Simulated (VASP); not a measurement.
## SrO in VASP 6.6.1, single-point calculation

INCAR

```
PREC = Accurate
ENCUT = 520
LWAVE = .FALSE.
NBANDS = 20
LASPH = .TRUE.
LCHARG = .FALSE.
LREAL = .FALSE.
NELM = 120
IBRION = -1
NSW = 0
EDIFF = 1E-7
ISIF = 2
ISMEAR = -1
GGA = PE
SIGMA = 0.02
```

KPOINTS

```
KPOINTS created by Atomic Simulation Environment
0
Gamma
12 12 4
0 0 0
```

POSCAR

```
Sr O
 1.0000000000000000
     3.3452961791594586    0.0000000000000000    0.0000000000000000
    -1.6726480895797293    2.8971114743351096    0.0000000000000000
     0.0000000000000000    0.0000000000000000    5.8550873731999999
 Sr  O
   2   2
Cartesian
 -0.0000000000000001  1.9314076495567403  1.4637718433000002
  1.6726480895797298  0.9657038247783698  4.3913155299000008
  0.0000000000000000  0.0000000000000000  0.0000000000000000
  0.0000000000000000  0.0000000000000000  2.9275436866000004
```

The recommended PBE PAW datasets give the neutral cell 32 valence electrons.

Command

```
mpirun -np 1 vasp_std
```

**Question.** Predict the outcome of this run.

**Answer.** It converged. Results: gap between bands v and c on the k mesh 3.04 eV; least direct gap on the k mesh 3.29 eV; pressure 26.1 GPa. Band v is the last that the valence electrons fill when counted band by band, and c is the next.

OSZICAR

```
N       E                     dE             d eps       ncg     rms          rms(c)
DAV:   1     0.192669580102E+03    0.19267E+03   -0.17198E+04  2280   0.156E+03
DAV:   2    -0.177557766817E+02   -0.21043E+03   -0.20129E+03  3392   0.332E+02
DAV:   3    -0.274087547688E+02   -0.96530E+01   -0.95987E+01  3312   0.675E+01
DAV:   4    -0.276904040834E+02   -0.28165E+00   -0.28122E+00  3320   0.890E+00
DAV:   5    -0.276948730989E+02   -0.44690E-02   -0.44687E-02  2896   0.102E+00    0.332E+01
DAV:   6    -0.229193691369E+02    0.47755E+01   -0.26396E+01  2384   0.323E+01    0.387E+01
DAV:   7    -0.229507508084E+02   -0.31382E-01   -0.18865E+00  3244   0.866E+00    0.261E+01
DAV:   8    -0.229047638652E+02    0.45987E-01   -0.89118E-01  2420   0.658E+00    0.594E+00
DAV:   9    -0.228650100458E+02    0.39754E-01   -0.19963E-01  2600   0.310E+00    0.167E+00
DAV:  10    -0.228677544646E+02   -0.27444E-02   -0.16192E-02  3100   0.853E-01    0.562E-01
DAV:  11    -0.228680980811E+02   -0.34362E-03   -0.29542E-03  2992   0.353E-01    0.111E-01
DAV:  12    -0.228681287299E+02   -0.30649E-04   -0.24440E-04  3112   0.899E-02    0.127E-01
DAV:  13    -0.228681301447E+02   -0.14147E-05   -0.38355E-06  2660   0.166E-02    0.801E-02
DAV:  14    -0.228681294112E+02    0.73354E-06   -0.38050E-06  3416   0.163E-02    0.134E-02
DAV:  15    -0.228681294651E+02   -0.53912E-07   -0.73619E-07  2928   0.582E-03
   1 F= -.22868129E+02 E0= -.22868129E+02  d E =-.349708E-10
```

For comparison, a separate PBE run of the intended cell, on usual settings and not on those above, gives a gap of 3.04 eV on its mesh and a pressure of 26.1 GPa.
